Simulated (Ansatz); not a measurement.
# Se: substituted relatives

What happens to the structure of Se under Se → S; Se → Te? Each swap replaces an element on all its sites; cell and atoms are relaxed again.

Program: Ansatz 0.2.0. Level of theory: DFT PBEsol, scalar-relativistic, plane waves, PAW. These are calculated values, not measurements.

2 further runs of the same task are left out: 2 set aside as unsound or not needed. Runs told in other sessions of the task aren't counted.

## Step 1: The starting structure

Symmetry: P3_121, No. 152, trigonal system. The conventional cell has a = 4.042 Å, b = 4.042 Å, c = 5.118 Å, α = 90.00°, β = 90.00°, γ = 120.00°. Se (site symmetry 2) has 2 Se at 2.44 Å in its first shell of neighbours.

Structure file:

```xyz
3
Lattice="4.0415 0.0000 0.0000 -2.0208 3.5001 0.0000 0.0000 0.0000 5.1179" Properties=species:S:1:pos:R:3 pbc="T T T"
Se    1.0049    0.0000    1.7060
Se   -0.5024    0.8703    3.4119
Se    1.5183    2.6298    0.0000
```

This cell was relaxed beforehand with the same method: volume 24.13 Å³/atom, gap on the mesh 0.46 eV.

## Step 2: The gap over the whole zone

input.yaml

```yaml
crystal:
  lattice:
    - [4.0415174344, 0.0, 0.0]
    - [-2.0207587172, 3.500056768, 0.0]
    - [0.0, 0.0, 5.117895706]
  atoms:
    - { symbol: Se, position: [0.2486416236, 0.0, 0.3333333333] }
    - { symbol: Se, position: [0.0, 0.2486416236, 0.6666666667] }
    - { symbol: Se, position: [0.7513583764, 0.7513583764, 0.0] }
basis:
  ecutwfc: 420
kpoints:
  mp_grid: { grid: [12, 12, 8] }
  band_path: { path: [VBM, CBM], npoints: 2 }
hamiltonian:
  xc: pbesol
scf:
  occupations: { method: gaussian, width: 0.02 }
output:
  forces: true
  stress: true
  eigenvalues: true
checkpoint:
  read: start.run
  write: ck
  compress: false
  write_wavefunctions: false
  write_every: 100000
```

Run with:

```sh
> ansatz run input.yaml --threads 1 --pin off --max-ram 2560MiB --backend cpu --events-out ev --progress --plain --runs-dir out
```

Further runs follow: probe: one point at the start (S); rough relaxation on the coarse mesh (S); relaxing cell and atoms (S); seeking the band edges (S); quick check of gap, pressure and forces (Te); a loose first relaxation (Te); relaxing cell and atoms (Te).

Before running it: what results should come out? Wanted: Se → S; Se → Te.

The runs gave:

| quantity | value |
| --- | --- |
| Se → S (S) | 24.79 Å³/atom, gap 1.87 eV |
| Se → Te (Te) | 32.05 Å³/atom, gap none (metal) |

What this shows: Per atom and against the relaxed parent, Te is the largest of the new crystals (+32.8 %) and S the smallest (+2.7 %). The start has a gap, but Te comes out metallic at this semilocal level, which can close small gaps. These runs have no spin-orbit coupling; with Te it would split and shift bands.

Counted by bands, a gap of 0.03 eV stays open on the mesh in one run that reads as metallic: the smearing reaches across it. Real Te has a narrow gap, which semilocal functionals close or nearly close; near the undistorted cell a metallic reading is the functional's, not the solid's.
